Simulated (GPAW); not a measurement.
## BaF2 (Frankdicksonite) in GPAW: convergence with k mesh

BaF2 (Frankdicksonite):

```
Ba F
1.0
     0.00000    3.10005    3.10005
     3.10005    0.00000    3.10005
     3.10005    3.10005    0.00000
Ba F
1 2
Direct
  0.00000 0.00000 0.00000
  0.75000 0.75000 0.75000
  0.25000 0.25000 0.25000
```

* Program: GPAW 26.7.0
* Task: convergence study
* Functional: r2SCAN
* Potentials or basis: GPAW PAW data sets (gpaw-data 1.2.1)
* Cutoff: 800 eV
* Basis: pw
* k mesh: 2 × 2 × 2
* Occupations: fermi-dirac, width 0.05 eV
* Spin: no spin polarisation

These are the settings of the first run; the series varies k mesh, with any setting tied to it.

Hardware: 1 thread of Arm Neoverse V1 (shared host).

Task: The values tried are 2 × 2 × 2, 3 × 3 × 3, 4 × 4 × 4, 5 × 5 × 5, 6 × 6 × 6, 7 × 7 × 7, 8 × 8 × 8, 10 × 10 × 10, loosest first. From which on does the energy stay within 1 meV/atom of the tightest run that finished?

Result: From 3 × 3 × 3 on.

```
      k mesh  energy less the tightest run, at zero smearing (meV/atom)  pressure (GPa)  gap on the mesh (eV)  SCF cycles  CPU time (s)  peak memory (GiB)
   2 × 2 × 2                                                      17.16           -0.14                 7.431          11            21                0.3
   3 × 3 × 3                                                       0.01           -0.61                 7.438          11            26                0.3
   4 × 4 × 4                                                       0.24           -0.61                 7.363          11            46                0.3
   5 × 5 × 5                                                      -0.10           -0.61                 7.365          11            57               0.31
   6 × 6 × 6                                                      -0.01           -0.61                 7.380          11            88               0.32
   7 × 7 × 7                                                       0.03           -0.61                 7.383          11           110               0.32
   8 × 8 × 8                                                       0.00           -0.61                 7.363          11           150               0.34
10 × 10 × 10                                                       0.00           -0.61                 7.365          11           250               0.37
```

Against the tightest run, the pressure stays within 0.1 GPa from 3 × 3 × 3 on; the gap on the mesh stays within 0.01 eV from 8 × 8 × 8 on. Meshes of other sizes hit other points, so gaps and Fermi surfaces needn't settle smoothly. The tightest run that finished is the yardstick and may itself not be fully converged.

Caveat, for the tightest run too: the PAW data sets were made with another functional, which shifts forces and pressure a little; spin-orbit coupling is left out, which moves the levels of the heavy elements.
